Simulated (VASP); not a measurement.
# KCl (Fm-3m) in VASP: further runs

KCl is run at these levels: PBEsol; tasks: single point, relaxation of cell and atoms.

All numbers are computed with VASP 6.6.1; they aren't measurements. Logs are shortened: lines on timing, memory, paths and dates and some standing lists are left out, and cuts for length are marked.

**Measured values to compare with.**

From a printed reference work, monograph, for a bulk crystal of KCl: band gap 8.68 eV.

The results are compared with them further down.

## (1) The cell of the first run

The structure is cubic, space group Fm-3m (No. 225). Conventional cell: a = 6.243 Å, b = 6.243 Å, c = 6.243 Å, α = 90.00°, β = 90.00°, γ = 90.00°. K (site symmetry m-3m) has 6 Cl at 3.12 Å within 4.1 Å. Within 4.1 Å of Cl (site symmetry m-3m) lie 6 K at 3.12 Å.

## (2) Single point, PBEsol

The input, INCAR:

```
PREC = Accurate
ENCUT = 520
EDIFF = 1E-6
ISMEAR = 0
SIGMA = 0.01
LREAL = False
LASPH = True
NELM = 80
ALGO = Normal
ISIF = 2
LWAVE = False
LCHARG = False
GGA = PS
NBANDS = 15
```

The input, KPOINTS:

```
Automatic mesh
0
Gamma
  6 6 6
```

The input, POSCAR:

```
KCl
1.0
    0.0000000000      3.1212796445      3.1212796445
    3.1212796445      0.0000000000      3.1212796445
    3.1212796445      3.1212796445      0.0000000000
K Cl
1 1
Direct
    0.0000000000      0.0000000000      0.0000000000
    0.5000000000      0.5000000000      0.5000000000
```

Potentials or basis: VASP PAW PBE potentials, release 64 (K_sv, Cl).

Launch:

```sh
$ cat potpaw_PBE.64/K_sv/POTCAR potpaw_PBE.64/Cl/POTCAR > POTCAR
$ mpirun -np 1 vasp_std > vasp.out
```

OUTCAR:

```text
PREC = Accurate
   ENCUT = 520
   EDIFF = 1E-6
   ISMEAR = 0
   LREAL = False
   LASPH = True
   NELM = 80
   ISIF = 2
   GGA = PS

 ion  position               nearest neighbor table
   1  0.000  0.000  0.000-   2 3.12   2 3.12   2 3.12   2 3.12   2 3.12   2 3.12
   2  0.500  0.500  0.500-   1 3.12   1 3.12   1 3.12   1 3.12   1 3.12   1 3.12

  LATTYP: Found a face centered cubic cell.
 ALAT       =     6.2425592890

  Lattice vectors:

 A1 = (   0.0000000000,   3.1212796445,   3.1212796445)
 A2 = (   3.1212796445,   0.0000000000,   3.1212796445)
 A3 = (   3.1212796445,   3.1212796445,   0.0000000000)

Analysis of symmetry for initial positions (statically):
=====================================================================
 Subroutine PRICEL returns:
 Original cell was already a primitive cell.

 Routine SETGRP: Setting up the symmetry group for a
 face centered cubic supercell.

 Subroutine GETGRP returns: Found 48 space group operations
 (whereof 48 operations were pure point group operations)
 out of a pool of 48 trial point group operations.

The static configuration has the point symmetry O_h .

Analysis of symmetry for dynamics (positions and initial velocities):
=====================================================================
 Subroutine PRICEL returns:
 Original cell was already a primitive cell.

 Routine SETGRP: Setting up the symmetry group for a
 face centered cubic supercell.

 Subroutine GETGRP returns: Found 48 space group operations
 (whereof 48 operations were pure point group operations)
 out of a pool of 48 trial point group operations.

The dynamic configuration has the point symmetry O_h .

 Subroutine INISYM returns: Found 48 space group operations
 (whereof 48 operations are pure point group operations),
 and found     1 'primitive' translations

----------------------------------------------------------------------------------------

                                     Primitive cell

  volume of cell :      60.8174

  direct lattice vectors                    reciprocal lattice vectors
     0.000000000  3.121279644  3.121279644    -0.160190709  0.160190709  0.160190709
     3.121279644  0.000000000  3.121279644     0.160190709 -0.160190709  0.160190709
     3.121279644  3.121279644  0.000000000     0.160190709  0.160190709 -0.160190709

  length of vectors
     4.414156005  4.414156005  4.414156005     0.277458447  0.277458447  0.277458447

  position of ions in fractional coordinates (direct lattice)
     0.000000000  0.000000000  0.000000000
     0.500000000  0.500000000  0.500000000

  ion indices of the primitive-cell ions
[... 79 lines left out ...]
   EMIN   =  10.00;   EMAX   =-10.00  energy-range for DOS
   EFERMI =   0.00;   METHOD = LEGACY
   ISMEAR =     0;   SIGMA  =   0.01  broadening in eV -4-tet -1-fermi 0-gaus
   EFERMI_NEDOS =   21; number of points for ismear=-14 and -15
   IALGO  =     38    algorithm
   IMIX   =      4    mixing-type and parameters
     AMIX     =   0.40;   BMIX     =  1.00
     AMIX_MAG =   1.60;   BMIX_MAG =  1.00
  volume/ion in A,a.u.               =      30.41       205.21
  Fermi-wavevector in a.u.,A,eV,Ry     =   1.048992  1.982307 14.971634  1.100384
  Thomas-Fermi vector in A             =   2.183936
   LORBIT       =      0    0 simple, 1 ext, 2 COOP (PROOUT), +10 PAW based schemes
   GGA     = PS    functional components
   LHFCALC =     F    Hartree Fock is set to
   AEXX    =    0.0000 exact exchange contribution
   IVDW    =     0    specifies the selected vdW correction
   LEPSILON=     F    determine dielectric tensor
   LRPA    =     F    only Hartree local field effects (RPA)
 non-spin polarized calculation
 Gauss-broadening in eV      SIGMA  =   0.01
  energy-cutoff  :      520.00
  volume of cell :       60.82
 maximum number of plane-waves:      1660
 NGX is ok and might be reduce to    36
   NGX = 17   NGY = 17   NGZ = 17

 number of electron      16.0000002 magnetization

 Free energy of the ion-electron system (eV)
  ---------------------------------------------------
  ext. energy  EPLUGINS =         0.00000000
  ---------------------------------------------------
  free energy    TOTEN  =        -7.02314715 eV

  energy without entropy =       -7.02314715  energy(sigma->0) =       -7.02314715

 E-fermi :  -1.7140     XC(G=0):  -7.8250

 val. band max:       -1.8092896974   @ k =   0.0000   0.0000   0.0000
 cond. band min:       3.2903343718   @ k =   0.0000   0.0000   0.0000
 fundamental gap:      5.0996240692
 Fermi energy:        -1.7139581743

 k-point     1 :       0.0000    0.0000    0.0000
  band No.  band energies     occupation
      1     -28.7959      2.00000
      2     -13.9288      2.00000
      3     -12.3231      2.00000
      4     -12.3231      2.00000
      5     -12.3231      2.00000
      6      -1.8093      2.00000
      7      -1.8093      2.00000
      8      -1.8093      2.00000
      9       3.2903      0.00000
     10       6.4934      0.00000
     11       6.4934      0.00000
     12       6.4934      0.00000
     13       7.3942      0.00000
     14       7.3942      0.00000
[... 257 lines left out ...]
      2     -13.8969      2.00000
      3     -12.4612      2.00000
      4     -12.4115      2.00000
      5     -12.2674      2.00000
      6      -2.4124      2.00000
      7      -2.2630      2.00000
      8      -2.1876      2.00000
      9       5.3213      0.00000
     10       7.0578      0.00000
     11       7.2742      0.00000
     12       8.3852      0.00000
     13       9.1682      0.00000
     14       9.9894      0.00000
     15      10.5617      0.00000

------------------------ aborting loop because EDIFF is reached ----------------------------------------

  FORCE on cell =-STRESS in cart. coord.  units (eV):
  Direction    XX          YY          ZZ          XY          YZ          ZX
  --------------------------------------------------------------------------------------
  -------------------------------------------------------------------------------------
  Total        0.0204819      0.0204819      0.0204819      0.0000000     -0.0000000      0.0000000
  in kB        0.5395772      0.5395772      0.5395772      0.0000000     -0.0000000      0.0000000
  external PRESSURE =       0.5395772 kB  Pullay stress =       0.0000000 kB

 VOLUME and BASIS-vectors are now :
 -----------------------------------------------------------------------------
  energy-cutoff  :      520.00
  volume of cell :       60.82
      direct lattice vectors                 reciprocal lattice vectors
     0.000000000  3.121279644  3.121279644    -0.160190709  0.160190709  0.160190709
     3.121279644  0.000000000  3.121279644     0.160190709 -0.160190709  0.160190709
     3.121279644  3.121279644  0.000000000     0.160190709  0.160190709 -0.160190709

 POSITION                                       TOTAL-FORCE (eV/Angst)
 -----------------------------------------------------------------------------------
      0.00000      0.00000      0.00000        -0.000000     -0.000000     -0.000000
      3.12128      3.12128      3.12128         0.000000      0.000000      0.000000
 -----------------------------------------------------------------------------------
    total drift:                                0.000000      0.000000      0.000000

  FREE ENERGIE OF THE ION-ELECTRON SYSTEM (eV)
  ---------------------------------------------------
  free  energy   TOTEN  =        -7.0231471537 eV

  energy  without entropy=       -7.0231471537  energy(sigma->0) =       -7.02314715
```

OSZICAR:

```text
N       E                     dE             d eps       ncg     rms          rms(c)
DAV:   1     0.103689680408E+03    0.10369E+03   -0.72843E+03   480   0.970E+02
DAV:   2    -0.457883070342E+00   -0.10415E+03   -0.95958E+02   629   0.236E+02
DAV:   3    -0.701767529310E+01   -0.65598E+01   -0.65258E+01   655   0.520E+01
DAV:   4    -0.726514400781E+01   -0.24747E+00   -0.24744E+00   757   0.929E+00
DAV:   5    -0.726725701463E+01   -0.21130E-02   -0.21130E-02   662   0.903E-01    0.334E+00
DAV:   6    -0.702577628605E+01    0.24148E+00   -0.34204E-01   613   0.317E+00    0.274E+00
DAV:   7    -0.701250248066E+01    0.13274E-01   -0.79911E-02   641   0.169E+00    0.157E+00
DAV:   8    -0.702215424927E+01   -0.96518E-02   -0.14599E-02   643   0.895E-01    0.200E-01
DAV:   9    -0.702258759768E+01   -0.43335E-03   -0.66616E-04   606   0.162E-01    0.937E-02
DAV:  10    -0.702313871795E+01   -0.55112E-03   -0.56696E-04   515   0.145E-01    0.241E-02
DAV:  11    -0.702314498395E+01   -0.62660E-05   -0.23265E-05   649   0.286E-02    0.171E-02
DAV:  12    -0.702314704917E+01   -0.20652E-05   -0.67740E-06   557   0.144E-02    0.560E-03
DAV:  13    -0.702314715370E+01   -0.10453E-06   -0.63236E-07   424   0.532E-03
   1 F= -.70231472E+01 E0= -.70231472E+01  d E =-.266056E-43
```

It took 34 s on 1 thread of Oxide Virtual Turin-like, shared host; peak memory 0.17 GiB.

What came out:

```yaml
Free_energy: -7.0231 eV
Pressure: 0.1 GPa
Band_gap_on_the_k_mesh: 5.10 eV
```

Caveat: the PAW data sets were made with another functional, which shifts forces and pressure a little.

## (3) Relaxation of cell and atoms, PBEsol

This run uses another cell than the first one, of 31.15 Å³/atom.

The input, INCAR:

```
SYSTEM = KCl
PREC = Accurate ; ENCUT = 600
EDIFF = 1E-7 ; ISMEAR = 0
SIGMA = 0.01 ; LREAL = .FALSE.
LASPH = .TRUE. ; NELM = 80
ALGO = Normal ; ISIF = 3
LWAVE = .FALSE. ; LCHARG = .FALSE.
GGA = PS ; IBRION = 2
NSW = 100 ; EDIFFG = -0.002
```

The input, KPOINTS:

```
Automatic mesh
0
G
  6 6 6
  0 0 0
```

The input, POSCAR:

```
KCl
1.0
    0.0000000000      3.1464700000      3.1464700000
    3.1464700000      0.0000000000      3.1464700000
    3.1464700000      3.1464700000      0.0000000000
K Cl
1 1
Direct
    0.0000000000      0.0000000000      0.0000000000
    0.5000000000      0.5000000000      0.5000000000
```

Potentials or basis: VASP PAW PBE potentials, release 64 (K_sv, Cl).

Launch:

```sh
$ cat potpaw_PBE.64/K_sv/POTCAR potpaw_PBE.64/Cl/POTCAR > POTCAR
$ mpirun -np 1 vasp_std > vasp.out
```

Run time: 91 s. Hardware: 1 thread of Oxide Virtual Turin-like, shared host; peak memory 0.18 GiB.

It converged, with:

* Free energy: -7.0234 eV
* Relaxed volume: 30.56 Å³/atom
* Relaxed cell: a = 4.421 Å, b = 4.421 Å, c = 4.421 Å, α = 60.00°, β = 60.00°, γ = 60.00°
* Space group after relaxing (to 0.1 Å): Fm-3m (No. 225)
* Energy gained by relaxing: 0.6 meV/atom
* Ionic steps: 4
* Pressure after relaxing: 0.0 GPa
* Band gap on the k mesh: 5.08 eV

The path:
```csv
step,energy change (eV),largest force (eV/Å),pressure (GPa),volume (Å³)
1,0.0000,0.0000,-0.34,62.30
2,-0.0010,0.0000,-0.17,61.71
3,-0.0013,0.0000,-0.02,61.19
4,-0.0013,0.0000,0.00,61.12
```

Final structure:
```
K Cl
1.0
     0.00000    3.12640    3.12640
     3.12640    0.00000    3.12640
     3.12640    3.12640    0.00000
K Cl
1 1
Direct
  0.00000 0.00000 0.00000
  0.50000 0.50000 0.50000
```

Levels at points of the mesh, in eV from the valence-band top:
```tsv
k point	band 6	band 7	band 8	band 9	band 10	band 11
(0.00, 0.00, 0.00)	0.00	0.00	0.00	5.08	8.30	8.30
(0.50, 0.00, 0.00)	-1.12	-0.35	-0.35	7.48	8.56	10.54
(0.50, 0.50, 0.00)	-0.69	-0.23	-0.23	6.38	8.31	10.01
```

Caveat: the PAW data sets were made with another functional, which shifts forces and pressure a little.

## (4) Single point, PBEsol

The input, INCAR:

```
  PREC = Accurate
  ENCUT = 520
  EDIFF = 1E-6
  ISMEAR = -1
  SIGMA = 0.1
  LREAL = F
  LASPH = T
  NELM = 100
  ALGO = Normal
  ISIF = 2
  LWAVE = F
  LCHARG = T
  GGA = PS
  LELF = T
  LVHAR = T
  NBANDS = 15
```

The input, KPOINTS:

```
Automatic mesh
0
Gamma
  14 14 14
```

The input, POSCAR:

```
KCl
1.0
    0.0000000000      3.1212777249      3.1212777249
    3.1212777249      0.0000000000      3.1212777249
    3.1212777249      3.1212777249      0.0000000000
K Cl
1 1
Direct
    0.0000000000      0.0000000000      0.0000000000
    0.5000000000      0.5000000000      0.5000000000
```

Launch:

```sh
$ cat potpaw_PBE.64/K_sv/POTCAR potpaw_PBE.64/Cl/POTCAR > POTCAR
$ mpirun -np 1 vasp_std > vasp.out
```

It took 3.3 min on 1 thread of Oxide Virtual Turin-like, shared host; peak memory 0.22 GiB.

It converged, with:

```
Free energy            : -7.0232 eV
Pressure               : 0.1 GPa
Band gap on the k mesh : 5.10 eV
```

Levels at points of the mesh, in eV from the valence-band top:
```tsv
k point	band 4	band 5	band 6	band 7	band 8	band 9	band 10	band 11	band 12	band 13
(0.00, 0.00, 0.00)	-10.51	-10.51	0.00	0.00	0.00	5.10	8.30	8.30	8.30	9.20
(0.50, 0.00, 0.00)	-10.52	-10.26	-1.13	-0.35	-0.35	7.49	8.58	10.56	10.56	11.39
(0.50, 0.50, 0.00)	-10.58	-10.58	-0.69	-0.23	-0.23	6.38	8.33	10.04	10.23	10.67
```

Caveat: the PAW data sets were made with another functional, which shifts forces and pressure a little.

## (5) Overview

| task | cell | k mesh | cutoff (eV) | smearing | gap on the mesh (eV) | pressure (GPa) |
| --- | --- | --- | --- | --- | --- | --- |
| single point | a = 4.414 Å, angles 60.0°, 2 atoms | 6 × 6 × 6 | 520 | gaussian 0.01 eV | 5.10 | 0.1 |
| relaxation of cell and atoms | relaxed from a = 4.450 Å, angles 60.0°, 2 atoms | 6 × 6 × 6 | 600 | gaussian 0.01 eV | 5.08 | 0.0 |
| single point | a = 4.414 Å, angles 60.0°, 2 atoms | 14 × 14 × 14 | 520 | fermi-dirac 0.1 eV | 5.10 | 0.1 |

Alike in all rows: level PBEsol; potentials or basis VASP PAW PBE potentials, release 64 (K_sv, Cl); no spin polarisation.

Caveats: the PAW data sets were made with another functional, which shifts forces and pressure a little.

Total energies depend on the potentials used, so only differences within one code and one set of settings carry meaning.

## (6) Comparison with measurements

Step 2. Measured gap of KCl: 8.68 eV (a printed reference work, monograph). This calculation gives 5.10 eV (-3.58 eV). The value is that of PBEsol, without temperature or zero-point motion. Semilocal functionals fall short of measured gaps as a rule.
